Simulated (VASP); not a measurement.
# VASP 6.6.1, r²SCAN relaxation of cell and atoms, GaAs (zincblende)

INCAR

```
PREC = Accurate
ISMEAR = -1
NELM = 120
METAGGA = R2SCAN
SIGMA = 0.02
EDIFF = 1E-7
LCHARG = .FALSE.
ALGO = Normal
IBRION = 2
ENCUT = 600
NBANDS = 16
EDIFFG = -5E-3
NSW = 40
LASPH = .TRUE.
LREAL = .FALSE.
ISIF = 3
LWAVE = .FALSE.
```

KPOINTS

```
KPOINTS created by Atomic Simulation Environment
0
Gamma
8 8 8
0 0 0
```

POSCAR

```
Ga As
 1.0000000000000000
     0.0000000000000000    2.8718185906432154    2.8718185906432154
     2.8718185906432154    0.0000000000000000    2.8718185906432154
     2.8718185906432154    2.8718185906432154    0.0000000000000000
 Ga  As
   1   1
Cartesian
  0.0000000000000000  0.0000000000000000  0.0000000000000000
  1.4359092953216077  1.4359092953216077  1.4359092953216077
```

VASP ran with the recommended PBE PAW datasets (18 valence electrons in the cell).

Command

```
mpirun -np 1 vasp_std
```

OSZICAR

```
N       E                     dE             d eps       ncg     rms          rms(c)
DAV:   1     0.766123639704E+02    0.76612E+02   -0.98571E+03   936   0.172E+03
DAV:   2    -0.210954185740E+02   -0.97708E+02   -0.93333E+02  1008   0.364E+02
DAV:   3    -0.290078601138E+02   -0.79124E+01   -0.78736E+01  1160   0.746E+01
DAV:   4    -0.291350563213E+02   -0.12720E+00   -0.12717E+00  1104   0.103E+01
DAV:   5    -0.291367800620E+02   -0.17237E-02   -0.17237E-02  1176   0.112E+00    0.315E+00
DAV:   6    -0.270576289577E+02    0.20792E+01   -0.50338E-01  1112   0.131E+01    0.191E+00
DAV:   7    -0.270500662511E+02    0.75627E-02   -0.16330E-01  1048   0.340E+00    0.854E-01
DAV:   8    -0.270536649292E+02   -0.35987E-02   -0.80852E-03  1200   0.735E-01    0.313E-01
DAV:   9    -0.270541003229E+02   -0.43539E-03   -0.13168E-03  1144   0.418E-01    0.463E-02
DAV:  10    -0.270541114883E+02   -0.11165E-04   -0.12237E-04  1120   0.789E-02    0.222E-02
DAV:  11    -0.270541065098E+02    0.49785E-05   -0.15429E-05  1128   0.289E-02    0.232E-03
DAV:  12    -0.270541062206E+02    0.28927E-06   -0.67163E-07  1176   0.132E-02    0.962E-04
DAV:  13    -0.270541079550E+02   -0.17345E-05   -0.72148E-08   856   0.286E-03    0.340E-04
DAV:  14    -0.270541083544E+02   -0.39934E-06   -0.36998E-08   592   0.348E-03    0.730E-05
DAV:  15    -0.270541082985E+02    0.55841E-07   -0.41771E-09   584   0.982E-04
   1 F= -.27054108E+02 E0= -.27054108E+02  d E =-.270541E+02
```

From OUTCAR

```
k-points           NKPTS =     29   k-points in BZ     NKDIM =     29   number of bands    NBANDS=     16

   NELECT =      18.0000    total number of electrons

   dimension x,y,z NGX =    32 NGY =   32 NGZ =   32
   dimension x,y,z NGXF=    64 NGYF=   64 NGZF=   64

  energy-cutoff  :      600.00
  volume of cell :       45.54
      direct lattice vectors                 reciprocal lattice vectors
     0.000000000  2.834441524  2.834441524    -0.176401593  0.176401593  0.176401593
     2.834441524  0.000000000  2.834441524     0.176401593 -0.176401593  0.176401593
     2.834441524  2.834441524  0.000000000     0.176401593  0.176401593 -0.176401593

 k-points in reciprocal lattice and weights: KPOINTS created by Atomic Simulation Env
   0.00000000  0.00000000  0.00000000       0.002
   0.12500000  0.00000000  0.00000000       0.016
   0.25000000  0.00000000  0.00000000       0.016
   0.37500000  0.00000000  0.00000000       0.016
   0.50000000  0.00000000  0.00000000       0.008
   0.12500000  0.12500000  0.00000000       0.012
   0.25000000  0.12500000  0.00000000       0.047
   0.37500000  0.12500000  0.00000000       0.047
   ...

 E-fermi :   4.0060

 k-point     1 :       0.0000    0.0000    0.0000
  band No.  band energies     occupation
      1     -11.6200      2.00000
      2     -11.6200      2.00000
      3     -11.6199      2.00000
      4     -11.5323      2.00000
      5     -11.5323      2.00000
      6      -9.5473      2.00000
      7       3.6039      2.00000
      8       3.6039      2.00000
      9       3.6039      2.00000
     10       4.5351      0.00000
     11       7.6421      0.00000
     12       7.6422      0.00000
     13       7.6422      0.00000
     14      11.8231      0.00000
     15      14.2153      0.00000
     16      14.2153      0.00000

 k-point     2 :       0.1250    0.0000    0.0000
  band No.  band energies     occupation
      1     -11.6348      2.00000
      2     -11.6163      2.00000
      3     -11.6162      2.00000
      4     -11.5325      2.00000
      5     -11.5325      2.00000
      6      -9.3571      2.00000
      7       1.6895      2.00000
      8       3.3644      2.00000
      9       3.3644      2.00000
     10       5.5354      0.00000
     11       7.9993      0.00000
     12       7.9994      0.00000
     13       8.1527      0.00000
     14      12.7595      0.00000
     15      13.3831      0.00000
     16      13.3831      0.00000

 k-point     3 :       0.2500    0.0000    0.0000
  band No.  band energies     occupation
      1     -11.6667      2.00000
      2     -11.6082      2.00000
      3     -11.6081      2.00000
      4     -11.5320      2.00000
      5     -11.5320      2.00000
      6      -8.8276      2.00000
      7      -0.5727      2.00000
      8       2.9112      2.00000
      9       2.9112      2.00000
     10       5.3969      0.00000
     11       8.5381      0.00000
     12       8.5382      0.00000
     13      10.0140      0.00000
     14      13.1460      0.00000
     15      13.1460      0.00000
     16      13.1877      0.00000

 k-point     4 :       0.3750    0.0000    0.0000
  band No.  band energies     occupation
      1     -11.6946      2.00000
      2     -11.6014      2.00000
      3     -11.6014      2.00000
      4     -11.5300      2.00000
      5     -11.5300      2.00000
      6      -8.1216      2.00000
      7      -2.3876      2.00000
      8       2.5586      2.00000
      9       2.5587      2.00000
     10       5.0661      0.00000
     11       8.6376      0.00000
     12       8.6376      0.00000
     13      11.7547      0.00000
     14      13.2204      0.00000
     15      14.3619      0.00000
     16      14.3620      0.00000

 k-point     5 :       0.5000    0.0000    0.0000
  band No.  band energies     occupation
      1     -11.7054      2.00000
      2     -11.5992      2.00000
      3     -11.5992      2.00000
      4     -11.5286      2.00000
      5     -11.5286      2.00000
      6      -7.7214      2.00000
      7      -3.1666      2.00000
      8       2.4315      2.00000
      9       2.4315      2.00000
     10       4.9400      0.00000
     11       8.5880      0.00000
     12       8.5880      0.00000
     13      11.8848      0.00000
     14      14.6806      0.00000
     15      16.1271      0.00000
     16      16.1271      0.00000

 k-point     6 :       0.1250    0.1250    0.0000
  band No.  band energies     occupation
      1     -11.6429      2.00000
      2     -11.6128      2.00000
      3     -11.6128      2.00000
      4     -11.5353      2.00000
      5     -11.5303      2.00000
      6      -9.2939      2.00000
      7       1.6799      2.00000
      8       2.9378      2.00000
      9       2.9378      2.00000
     10       6.2695      0.00000
     11       7.0460      0.00000
     12       8.6299      0.00000
     13       8.6300      0.00000
     14      12.1410      0.00000
     15      13.1221      0.00000
     16      14.4788      0.00000

 k-point     7 :       0.2500    0.1250    0.0000
  band No.  band energies     occupation
      1     -11.6682      2.00000
      2     -11.6059      2.00000
      3     -11.6043      2.00000
      4     -11.5377      2.00000
      5     -11.5286      2.00000
      6      -8.8758      2.00000
      7      -0.0387      2.00000
      8       2.4354      2.00000
      9       2.4360      2.00000
     10       6.4425      0.00000
     11       7.3965      0.00000
     12       9.4014      0.00000
     13       9.5332      0.00000
     14      11.9815      0.00000
     15      14.3346      0.00000
     16      14.3438      0.00000

 k-point     8 :       0.3750    0.1250    0.0000
  band No.  band energies     occupation
      1     -11.6939      2.00000
      2     -11.5999      2.00000
      3     -11.5970      2.00000
      4     -11.5369      2.00000
      5     -11.5272      2.00000
      6      -8.2110      2.00000
      7      -1.8680      2.00000
      8       1.8335      2.00000
      9       2.1322      2.00000
     10       6.1734      0.00000
     11       8.1205      0.00000
     12       9.5547      0.00000
     13      10.2525      0.00000
     14      13.4902      0.00000
     15      14.4031      0.00000
     16      15.1904      0.00000

 k-point     9 :       0.5000    0.1250    0.0000
  band No.  band energies     occupation
      1     -11.7079      2.00000
      2     -11.5969      2.00000
      3     -11.5943      2.00000
      4     -11.5331      2.00000
      5     -11.5277      2.00000
      6      -7.6444      2.00000
      7      -3.0054      2.00000
      8       1.3921      2.00000
      9       2.1194      2.00000
     10       5.9914      0.00000
     11       8.3001      0.00000
     12       9.2806      0.00000
     13      11.8307      0.00000
     14      13.8040      0.00000
     15      15.6479      0.00000
     16      16.1157      0.00000

 k-point    10 :      -0.3750    0.1250    0.0000
  band No.  band energies     occupation
      1     -11.7041      2.00000
      2     -11.5971      2.00000
      3     -11.5965      2.00000
      4     -11.5312      2.00000
      5     -11.5303      2.00000
      6      -7.7865      2.00000
      7      -2.7422      2.00000
      8       1.2488      2.00000
      9       2.3922      2.00000
     10       6.0301      0.00000
     11       8.5214      0.00000
     12       9.0168      0.00000
     13      11.8565      0.00000
     14      13.8767      0.00000
     15      13.9255      0.00000
     16      15.8950      0.00000

 k-point    11 :      -0.2500    0.1250    0.0000
  band No.  band energies     occupation
      1     -11.6837      2.00000
      2     -11.6035      2.00000
      3     -11.6009      2.00000
      4     -11.5345      2.00000
      5     -11.5300      2.00000
      6      -8.4508      2.00000
      7      -1.2984      2.00000
      8       1.4808      2.00000
      9       2.8648      2.00000
     10       6.2480      0.00000
     11       8.6906      0.00000
     12       8.7247      0.00000
     13      10.1762      0.00000
     14      12.4105      0.00000
     15      13.9817      0.00000
     16      15.3024      0.00000

 k-point    12 :      -0.1250    0.1250    0.0000
  band No.  band energies     occupation
      1     -11.6555      2.00000
      2     -11.6121      2.00000
      3     -11.6083      2.00000
      4     -11.5345      2.00000
      5     -11.5309      2.00000
      6      -9.0529      2.00000
      7       0.4740      2.00000
      8       2.2314      2.00000
      9       3.3168      2.00000
     10       6.2341      0.00000
     11       8.0403      0.00000
     12       8.1335      0.00000
     13       9.3839      0.00000
     14      12.3589      0.00000
     15      13.4013      0.00000
     16      13.9810      0.00000

 ...

  Total       -0.0050908     -0.0050908     -0.0050908      0.0000000     -0.0000000      0.0000000
  in kB       -0.1790855     -0.1790855     -0.1790855      0.0000000     -0.0000000      0.0000000
  external PRESSURE =      -0.1790855 kB  Pullay stress =       0.0000000 kB

 POSITION                                       TOTAL-FORCE (eV/Angst)
 -----------------------------------------------------------------------------------
      0.00000      0.00000      0.00000         0.000000      0.000000     -0.000000
      1.41722      1.41722      1.41722        -0.000000     -0.000000      0.000000
 -----------------------------------------------------------------------------------
    total drift:                                0.000008      0.000008      0.000008

  FREE ENERGIE OF THE ION-ELECTRON SYSTEM (eV)
  ---------------------------------------------------
  free  energy   TOTEN  =       -27.0541082985 eV

  energy  without entropy=      -27.0541082985  energy(sigma->0) =      -27.05410830
```

CONTCAR

```
Ga As
   1.00000000000000
     0.0000000000000000    2.8344415242552001    2.8344415242552001
     2.8344415242552001    0.0000000000000000    2.8344415242552001
     2.8344415242552001    2.8344415242552001    0.0000000000000000
  Ga              As
     1     1
Direct
     0.0000000000000000    0.0000000000000000    0.0000000000000000
     0.2500000000000000    0.2500000000000000    0.2500000000000000

  0.00000000E+00  0.00000000E+00  0.00000000E+00
  0.00000000E+00  0.00000000E+00  0.00000000E+00
```

| Quantity | Value |
| --- | --- |
| relaxed cell vector lengths | 4.009, 4.009, 4.009 Å |
| relaxed cell volume | 45.54 Å³ |

The run was restarted once from its relaxed cell; OSZICAR and OUTCAR are the second run's.

The run (the restart alone) took about 1.8 min on one core of a shared host (Intel Xeon Platinum 8488C) and held 0.19 GiB at most.
